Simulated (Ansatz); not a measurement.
Crystal: Au.

```
Au
1.0
     0.00000    2.03500    2.03500
     2.03500    0.00000    2.03500
     2.03500    2.03500    0.00000
Au
1
Direct
  0.00000 0.00000 0.00000
```

```yaml
Program: Ansatz 0.2.0
Task: relaxation of cell and atoms
Functional: PBE
Dispersion: D4
Potentials_or_basis: all-electron LAPW, scalar-relativistic
Basis_error_allowed: 0.001 eV/atom
k_mesh: 11 × 11 × 11
Occupations: fermi-dirac, width 0.05 eV
Spin: no spin polarisation
```

At the start: volume 16.85 Å³/atom.

How do energy, volume and symmetry change on relaxing?

Over 4 steps the energy falls by 6.6 meV/atom and the volume is 17.31 Å³/atom (+2.7 %); space group Fm-3m (No. 225, to 0.05 Å).

The path:
```csv
step,energy change (eV),largest force (eV/Å),volume (Å³)
1,0.0000,0.0000,16.85
2,-0.0065,0.0000,17.37
3,-0.0066,0.0000,17.31
4,-0.0066,0.0000,17.31
```

Final structure:
```
Au
1.0
     0.00000    2.05331    2.05331
     2.05331    0.00000    2.05331
     2.05331    2.05331    0.00000
Au
1
Direct
  0.00000 0.00000 0.00000
```
